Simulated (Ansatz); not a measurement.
Effect of isotropic strain −4.52 % on InN

Base system: InN in the wurtzite structure (space group P6_3mc, No. 186; a = 3.537 Å, c = 5.714 Å).

One thing is altered: an isotropic linear strain of −4.52 %, atoms relaxed at fixed cell.

Level of theory: plane-wave PAW DFT at the PBEsol level (Ansatz, a program for electronic structure, 420 eV), no spin-orbit coupling, earlier PAW set. k-mesh 11×11×6 (Γ-centred); smearing 0.05 eV (Fermi–Dirac).

| quantity | base | changed | shift |
|---|---|---|---|
| volume per atom | 15.48 Å³ | 13.47 Å³ | -2.01 Å³ |
| space group | P6_3mc (No. 186) | P6_3mc (No. 186) | – |
| shortest interatomic distance | 2.156 Å | 2.059 Å | -0.097 Å |
| energy relative to the base (free energy F) | 0 meV/atom | +143 meV/atom | +143 meV/atom |
| pressure (mean of the normal stresses, compression positive) | 0.0 GPa | 25.9 GPa | +25.9 GPa |
| band gap | zero | 0.12 eV | – |
| valence-band top at Γ (three highest levels, from the VBM) | – | 0.00, 0.00, -0.10 eV | – |

Final structure:

```yaml
crystal:
  lattice:
    - [3.37745, 0.00000, 0.00000]
    - [-1.68873, 2.92496, 0.00000]
    - [0.00000, 0.00000, 5.45568]
  atoms:
    - { symbol: In, position: [0.66667, 0.33333, 0.00204] }
    - { symbol: In, position: [0.33333, 0.66667, 0.50204] }
    - { symbol: N, position: [0.66667, 0.33333, 0.62316] }
    - { symbol: N, position: [0.33333, 0.66667, 0.12316] }
```

Cost of the whole job for the changed cell (relaxation, final SCF and bands): very roughly 21 core-seconds.

Stability against distortions was not tested. The final runs are not spin-polarised. A zero or small gap of InN can be the functional's error rather than a property of the material.
